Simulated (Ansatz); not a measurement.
**CO2: gradients and densities at the nuclei, part 1 of 3**

Wanted: quadrupolar parameters for every site of CO2, with a sense of how robust they are. The cell is a computed entry of the Materials Project. Planned: a single point, then r2SCAN, then a check of xc_grid with chi_scale.

Computed with Ansatz 0.2.0 (DFT, PBE, plane-wave PAW, default files, scalar-relativistic, as far as a step names no other, unless a step's input says otherwise).

## (1) The system as given

The structure is orthorhombic, space group Pna2_1 (No. 33). Conventional cell: a = 10.995 Å, b = 3.767 Å, c = 5.583 Å, α = 90.00°, β = 90.00°, γ = 90.00°. C (site symmetry 1) has 2 O at 1.17 to 1.18 Å as nearest neighbours. O (site symmetry 1) has 1 C at 1.17 Å as nearest neighbours. O (site symmetry 1) is surrounded by 1 C at 1.18 Å.

Coordinates:

```
CELL_PARAMETERS angstrom
10.99467 0.00000 0.00000
0.00000 3.76682 0.00000
0.00000 0.00000 5.58326
ATOMIC_POSITIONS crystal
C 0.66376 0.23728 0.10228
C 0.33624 0.76272 0.60228
C 0.83624 0.73728 0.60228
C 0.16376 0.26272 0.10228
O 0.56542 0.32771 0.04862
O 0.43458 0.67229 0.54862
O 0.93458 0.82771 0.54862
O 0.06542 0.17229 0.04862
O 0.76255 0.14674 0.15710
O 0.23745 0.85326 0.65710
O 0.73745 0.64674 0.65710
O 0.26255 0.35326 0.15710
```

## (2) Gradients at the starting positions

File input.yaml:

```yaml
crystal:
  lattice:
    - [10.994667, 0.0, 0.0]
    - [0.0, 3.766817, 0.0]
    - [0.0, 0.0, 5.583264]
  atoms:
    - { symbol: C, position: [0.66376, 0.237282, 0.102277] }
    - { symbol: C, position: [0.33624, 0.762718, 0.602277] }
    - { symbol: C, position: [0.83624, 0.737282, 0.602277] }
    - { symbol: C, position: [0.16376, 0.262718, 0.102277] }
    - { symbol: O, position: [0.565421, 0.327711, 0.048622] }
    - { symbol: O, position: [0.434579, 0.672289, 0.548622] }
    - { symbol: O, position: [0.934579, 0.827711, 0.548622] }
    - { symbol: O, position: [0.065421, 0.172289, 0.048622] }
    - { symbol: O, position: [0.76255, 0.146742, 0.1571] }
    - { symbol: O, position: [0.23745, 0.853258, 0.6571] }
    - { symbol: O, position: [0.73745, 0.646742, 0.6571] }
    - { symbol: O, position: [0.26255, 0.353258, 0.1571] }
kpoints:
  mp_grid: { grid: [2, 6, 4] }
scf:
  occupations: { method: fermi_dirac, width: 0.02 }
hamiltonian:
  xc: pbe
  pseudopotentials: { kind: paw }
output:
  forces: true
  stress: true
  populations: true
  efg: { quadrupole_moments_barn: { O: -0.02558 }, contact_densities: true }
```

Run with:

```console
$ ansatz run input.yaml --threads 1 --pin off --max-ram 2560MiB --backend cpu --events-out ev --progress --plain --runs-dir out
```

What it wrote:

```text
Warning: RAYON_NUM_THREADS=1 ignored (pool sized by the plan → 1); use --threads N
Engine: ansatz 0.2.0, x86_64-unknown-linux-gnu
Pseudopotentials: kind: paw
Pseudopotential: C, paw, valence charge 4, recommended cutoff 420 eV (normal), C.paw.azcp
Pseudopotential: O, paw, valence charge 6, recommended cutoff 420 eV (normal), O.paw.azcp
Functional definition: PBE
  parameter kappa = 0.804
  parameter beta = 0.06672455060314922
  exchange = pbe_x(kappa = kappa, mu = beta*pi^2/3)
  correlation = pbe_c(beta = beta)
Crystal: 12 atoms, lattice volume = 231.230 Å³
Basis set: ecut = 420 eV, 4539 PW (Γ), exchange–correlation on 150×54×80 points (8 copies of the dense FFT grid, shifted against one another)
Bands: 44, of which v1, the nominal top of the filled ones, is band 32 counted from 1 (31 counted from 0)
Symmetry: 4 space group operations
Space group: Pna21 (ITA 33), of the structure as read, at distance tolerance 6.1e-5 Å
k-points: 24 of 48 (time reversal used)
Non-local potential: C, projectors of the file, l = 0: 2, l = 1: 2, l = 2: 1
Non-local potential: O, projectors of the file, l = 0: 2, l = 1: 2, l = 2: 1
PAW form: soft (Blöchl's): semilocal exchange-correlation on the pseudo side does not see the compensation charge
PAW one-centre angular grid: C, 110 points (default); XC on 64 Gauss nodes
PAW one-centre angular grid: O, 110 points (default); XC on 64 Gauss nodes
Initial density: superposition of atomic densities (neutral atoms: chi_scale 0, normalization atom), corrected by the library's trained network
Initial wavefunctions: pseudopotential atomic-orbital guess
Functional: x = pbe(κ = 0.804, μ = 0.2195149727645171), c = pbe(β = 0.06672455060314922)
SCF iter   1: F=—  HF=-5539.481311 eV  |F-HF|=—  |Δ(HF+E_count)|=         —  Δρ=5.32e-3  dr2=5.44e-2  ethr=1.77e-3  ⟨swp⟩=7.5  Hψ=4761  notcnv=0  defer=6
preconditioner: auto → Resta (q_TF=auto, 2.202 Å⁻¹)  ε∞=2.6  [insulator: Δε(μ)=6.449 eV  Ē_g=15.543 eV  σ=0.020 eV  W_gap=1.00  n_scr=42 (ndim 8)  ℏωp=19.5 eV  f_vac=0.340  D(μ)=0.00/eV (n_scr^D=0)  ε∞_Penn≈2.6]
SCF iter   2: F=—  HF=-5539.475332 eV  |F-HF|=—  |Δ(HF+E_count)|=   5.98e-3  Δρ=2.76e-3  dr2=7.85e-3  ethr=8.50e-5  ⟨swp⟩=2.2  Hψ=2045  notcnv=0  defer=94
SCF iter   3: F=—  HF=-5539.475052 eV  |F-HF|=—  |Δ(HF+E_count)|=   2.80e-4  Δρ=1.21e-3  dr2=2.21e-3  ethr=1.23e-5  ⟨swp⟩=2.0  Hψ=1878  notcnv=0  defer=94
SCF iter   4: F=—  HF=-5539.475014 eV  |F-HF|=—  |Δ(HF+E_count)|=   3.82e-5  Δρ=3.53e-4  dr2=2.57e-4  ethr=3.45e-6  ⟨swp⟩=2.5  Hψ=1701  notcnv=0  defer=94
SCF iter   5: F=—  HF=-5539.474988 eV  |F-HF|=—  |Δ(HF+E_count)|=   2.60e-5  Δρ=2.54e-4  dr2=1.39e-4  ethr=4.01e-7  ⟨swp⟩=2.0  Hψ=1617  notcnv=0  defer=94
SCF iter   6: F=—  HF=-5539.474961 eV  |F-HF|=—  |Δ(HF+E_count)|=   2.67e-5  Δρ=6.14e-5  dr2=5.41e-6  ethr=2.17e-7  ⟨swp⟩=2.8  Hψ=1760  notcnv=0  defer=94
SCF iter   7: F=—  HF=-5539.474571 eV  |F-HF|=—  |Δ(HF+E_count)|=   3.90e-4  Δρ=8.66e-6  dr2=1.27e-7  ethr=8.45e-9  ⟨swp⟩=2.5  Hψ=1687  notcnv=0  defer=94
SCF iter   8: F=-5539.474571 eV  HF=-5539.474571 eV  |F-HF|=1.06e-9  |Δ(HF+E_count)|=   2.33e-8  Δρ=1.37e-6  dr2=3.74e-9  ethr=1.56e-10  ⟨swp⟩=10.4  Hψ=4587  notcnv=0
SCF 1 converged in 8 iterations: F = -5539.474571 eV  dr2 = 3.74e-9
SCF converged after 8 iterations
Free energy (F): -5539.474571 eV
Harris-Foulkes:  -5539.474571 eV  (|F-HF|=1.06e-9)
Internal energy: -5539.474571 eV  (E = F + TS)
E sigma→0 (E₀):  -5539.474571 eV
Fermi energy:    -0.557483 eV
--- Per-component energies (eV) ---
  E_band       = -692.576025
  E_kinetic    = 1736.449665
  E_local      = -5533.335200  (includes V_loc(G=0)·N_el)
  E_nonlocal   = 498.701877
  E_hartree    = 1943.010326
  E_xc         = -765.043075
  E_vxc        = -966.780898  (∫ρ·V_xc dr)
  E_paw        = -1662.198854  (= ΣΔE_a)
  E_vpaw       = -313.651714  (= ΣTr[D̂ρ^β])
  E_aug_tail   = 0.019398  (compensation charges beyond the density's cutoff)
  E_ewald      = -1757.078709
  E_smearing   = -0.000000  (= −TS)
  E_closure    = -0.000000  (closes the sum)
  Σ components = -5539.474571   (vs F -5539.474571, Δ=0.00e0)
--- Forces (eV/Å), atoms counted from 1 ---
  atom   1  C     -0.05001281    -0.01155702     0.02231674
  atom   2  C      0.05001281     0.01155702     0.02231674
  atom   3  C      0.05001281    -0.01155702     0.02231674
  atom   4  C     -0.05001281     0.01155702     0.02231674
  atom   5  O      0.47457911    -0.15129373     0.15206639
  atom   6  O     -0.47457911     0.15129373     0.15206639
  atom   7  O     -0.47457911    -0.15129373     0.15206639
  atom   8  O      0.47457911     0.15129373     0.15206639
  atom   9  O     -0.54849455     0.14912007    -0.17438271
  atom  10  O      0.54849455    -0.14912007    -0.17438271
  atom  11  O      0.54849455     0.14912007    -0.17438271
  atom  12  O     -0.54849455    -0.14912007    -0.17438271
  max |Σ_I F_I| component: 1.69e-6 eV/Å
--- Stress (GPa, compression-positive) ---
       -2.658200       0.000000       0.000000
        0.000000       0.037580       0.000000
        0.000000       0.000000       0.077136
  P = ⅓ Tr σ = -0.8478 GPa (-8.478 kbar)
--- PAW observables at the nuclei: V_zz in 10²¹ V/m², potentials from the cell's mean, atoms counted from 1 ---
  atom   1  C  V_zz =    -2.882990   η = 0.0154   by run symmetry: allowed
            electrostatic potential = -402.881141 V   contact ρ = 869.111939 e/Å³
  atom   2  C  V_zz =    -2.882990   η = 0.0154   by run symmetry: allowed
            electrostatic potential = -402.881141 V   contact ρ = 869.111939 e/Å³
  atom   3  C  V_zz =    -2.882990   η = 0.0154   by run symmetry: allowed
            electrostatic potential = -402.881141 V   contact ρ = 869.111939 e/Å³
  atom   4  C  V_zz =    -2.882990   η = 0.0154   by run symmetry: allowed
            electrostatic potential = -402.881141 V   contact ρ = 869.111939 e/Å³
  atom   5  O  V_zz =    +6.907888   η = 0.0524   by run symmetry: allowed   C_q = -4.2727 MHz
            electrostatic potential = -612.138179 V   contact ρ = 2159.946922 e/Å³
  atom   6  O  V_zz =    +6.907888   η = 0.0524   by run symmetry: allowed   C_q = -4.2727 MHz
            electrostatic potential = -612.138179 V   contact ρ = 2159.946922 e/Å³
  atom   7  O  V_zz =    +6.907888   η = 0.0524   by run symmetry: allowed   C_q = -4.2727 MHz
            electrostatic potential = -612.138179 V   contact ρ = 2159.946922 e/Å³
  atom   8  O  V_zz =    +6.907888   η = 0.0524   by run symmetry: allowed   C_q = -4.2727 MHz
            electrostatic potential = -612.138179 V   contact ρ = 2159.946922 e/Å³
  atom   9  O  V_zz =    +7.578602   η = 0.0241   by run symmetry: allowed   C_q = -4.6875 MHz
            electrostatic potential = -612.074609 V   contact ρ = 2159.640222 e/Å³
  atom  10  O  V_zz =    +7.578602   η = 0.0241   by run symmetry: allowed   C_q = -4.6875 MHz
            electrostatic potential = -612.074609 V   contact ρ = 2159.640222 e/Å³
  atom  11  O  V_zz =    +7.578602   η = 0.0241   by run symmetry: allowed   C_q = -4.6875 MHz
            electrostatic potential = -612.074609 V   contact ρ = 2159.640222 e/Å³
  atom  12  O  V_zz =    +7.578602   η = 0.0241   by run symmetry: allowed   C_q = -4.6875 MHz
            electrostatic potential = -612.074609 V   contact ρ = 2159.640222 e/Å³
--- Band table (eV; the first three rows and the last of 24) ---
  k-point 0: bands = ["-24.0555", "-24.0368", "-23.9459", "-23.9379", "-23.0003", "-22.9974", "-22.9914", "-22.9794", "-8.9794", "-8.9188", "-8.8740", "-8.6975", "-7.9816", "-7.8963", "-7.7675", "-7.7297", "-7.6292", "-7.4466", "-7.4411", "-7.3918", "-7.2976", "-7.2592", "-7.1997", "-7.1433", "-4.1873", "-4.0207", "-4.0111", "-3.9990", "-3.9419", "-3.9033", "-3.8503", "-3.8056", "2.6613", "3.6481", "4.1036", "4.2522", "4.3188", "4.4301", "4.5264", "4.5507", "4.5761", "4.8382", "5.1496", "6.2372"]
  k-point 1: bands = ["-24.0384", "-24.0232", "-23.9589", "-23.9552", "-22.9996", "-22.9948", "-22.9933", "-22.9821", "-8.9821", "-8.9369", "-8.8391", "-8.7152", "-7.9887", "-7.8808", "-7.8332", "-7.6265", "-7.5840", "-7.4430", "-7.4152", "-7.3740", "-7.2996", "-7.2985", "-7.2279", "-7.2215", "-4.1420", "-4.0285", "-4.0263", "-3.9940", "-3.9652", "-3.9027", "-3.8572", "-3.8535", "3.0387", "3.9802", "4.2105", "4.3076", "4.3739", "4.4895", "4.4923", "4.5296", "4.6072", "4.7553", "5.0665", "5.4693"]
  k-point 2: bands = ["-23.9969", "-23.9969", "-23.9906", "-23.9906", "-22.9970", "-22.9970", "-22.9885", "-22.9885", "-8.9693", "-8.9693", "-8.7680", "-8.7680", "-7.9755", "-7.9755", "-7.6863", "-7.6863", "-7.4214", "-7.4214", "-7.3744", "-7.3744", "-7.3293", "-7.3293", "-7.3152", "-7.3152", "-4.0452", "-4.0452", "-4.0399", "-4.0399", "-3.9412", "-3.9412", "-3.8824", "-3.8824", "4.0026", "4.0026", "4.4175", "4.4175", "4.4665", "4.4665", "4.5070", "4.5070", "4.6548", "4.6548", "4.7178", "4.7178"]
  k-point 23: bands = ["-23.9741", "-23.9741", "-23.9480", "-23.9480", "-23.0007", "-23.0007", "-22.9741", "-22.9741", "-8.8995", "-8.8995", "-8.8598", "-8.8598", "-7.9815", "-7.9815", "-7.9677", "-7.9677", "-7.6236", "-7.6236", "-7.5538", "-7.5538", "-7.3832", "-7.3832", "-7.2680", "-7.2680", "-4.1389", "-4.1389", "-4.1368", "-4.1368", "-3.9692", "-3.9692", "-3.8859", "-3.8859", "4.1738", "4.1738", "4.2396", "4.2396", "4.7084", "4.7084", "4.7880", "4.7880", "6.2692", "6.2692", "6.2928", "6.2928"]
--- Löwdin populations: 12 sites ---
  site symbol       q [e]
     0      C      3.2377
     1      C      3.2377
     2      C      3.2377
     3      C      3.2377
     4      O      6.2452
     5      O      6.2452
     6      O      6.2452
     7      O      6.2452
     8      O      6.2842
     9      O      6.2842
    10      O      6.2842
    11      O      6.2842
  spilling = 0.014558 (of n_electrons = 64.000000)
```

Run time: 25 s. Hardware: 1 thread of Intel Xeon Platinum 8375C at 2.90GHz (Ice Lake), shared host; peak memory 0.5 GiB.

State: gap on the mesh 6.47 eV, largest force 0.595 eV/Å, pressure -0.8 GPa.

The printed gradients, by site:

| site | atoms | first shell | V_zz (10²¹ V/m²) | η | C_Q (MHz) |
| --- | --- | --- | --- | --- | --- |
| C | 1, 2, 3, 4 | 2 O at 1.17–1.18 Å, angle 180° | -2.88 | 0.02 | – |
| O5 | 5, 6, 7, 8 | 1 C at 1.17 Å | 6.91 | 0.05 | -4.27 (¹⁷O) |
| O9 | 9, 10, 11, 12 | 1 C at 1.18 Å | 7.58 | 0.02 | -4.69 (¹⁷O) |

Conventions: |V_zz| ≥ |V_yy| ≥ |V_xx|, η = (V_xx − V_yy)/V_zz, C_Q = eQV_zz/h. Nuclear quadrupole moments: year-2017 set (Pyykkö). A dash under C_Q marks elements without a common quadrupolar isotope.

Direction of the V_zz axis (Cartesian unit vector):

```
site  atom     x      y     z
   C     1  0.92  -0.29  0.26
  O5     5  0.92  -0.29  0.26
  O9     9  0.92  -0.29  0.27
```

(Continued in part 2 of 3.)
